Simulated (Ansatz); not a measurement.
Level of theory: DFT PBE, scalar-relativistic, plane waves, PAW in Ansatz 0.2.0. All cells share a 420 eV cutoff and Γ-centred k meshes spaced at most about 0.3 Å⁻¹ (2π included). No spin polarisation.

These are static total energies at zero pressure.

Two forms of Ga₄AsP₃ were relaxed alike.

A.

```yaml
crystal:
  lattice:
    - [3.93467, 0.00000, 0.00000]
    - [0.00000, 3.93467, 0.00000]
    - [0.00000, 0.00000, 11.12960]
  atoms:
    - { symbol: Ga, position: [0.50000, 0.00000, 0.86796] }
    - { symbol: Ga, position: [0.00000, 0.50000, 0.62257] }
    - { symbol: Ga, position: [0.50000, 0.00000, 0.37743] }
    - { symbol: Ga, position: [0.00000, 0.50000, 0.13204] }
    - { symbol: P, position: [0.00000, 0.00000, 0.50000] }
    - { symbol: P, position: [0.50000, 0.50000, 0.25466] }
    - { symbol: P, position: [0.50000, 0.50000, 0.74534] }
    - { symbol: As, position: [0.00000, 0.00000, 0.00000] }
```

B.

```yaml
crystal:
  lattice:
    - [3.93429, 0.00000, 0.00000]
    - [0.00000, 3.93496, 5.56420]
    - [0.00000, -3.93496, 5.56420]
  atoms:
    - { symbol: Ga, position: [0.00000, 0.99507, 0.99507] }
    - { symbol: Ga, position: [0.50000, 0.50726, 0.99713] }
    - { symbol: Ga, position: [0.50000, 0.99713, 0.50726] }
    - { symbol: Ga, position: [0.00000, 0.50029, 0.50029] }
    - { symbol: P, position: [0.00000, 0.62487, 0.12514] }
    - { symbol: P, position: [0.00000, 0.12514, 0.62487] }
    - { symbol: P, position: [0.50000, 0.62505, 0.62505] }
    - { symbol: As, position: [0.50000, 0.12519, 0.12519] }
```

Problem. Which placement of the atoms is lower in energy, and by how much?

Solution. They are level within the accuracy (2 meV/atom apart, with A the lower in these runs). The two share one framework of sites and differ in which element sits where. A has P and As ordered on zinc blende sites, space group P-4m2 (No. 115), 21.5 Å³/atom and a gap of 1.16 eV on its mesh; B has P and As ordered on zinc blende sites, space group Amm2 (No. 38), 21.5 Å³/atom and a gap of 1.10 eV. Counting As or P atoms around Ga (for each partner element, those within 1.25 times its shortest distance or 1.15 times the sum of covalent radii, where it is the nearest in units of that sum or under 1.3), A and B both have Ga 4. In A, around Ga on its first site lie 2 P at 2.39 Å and 2 As at 2.46 Å; P on a site of symmetry -4m2 has 4 Ga at 2.39 Å; around As lie 4 Ga at 2.46 Å; 2 more sites not described. In B, Ga on a site of symmetry mm2 has 2 P at 2.38 Å and 2 As at 2.44 Å; P on a site of symmetry m has 4 Ga at 2.38–2.41 Å; As is surrounded by 4 Ga at 2.44–2.46 Å; 3 more sites not described. Both come from invented guesses. Shaken at random and relaxed again, A came back.

Kohn–Sham gaps at this level usually fall short of measured ones. Cells without such a test can be saddle points.
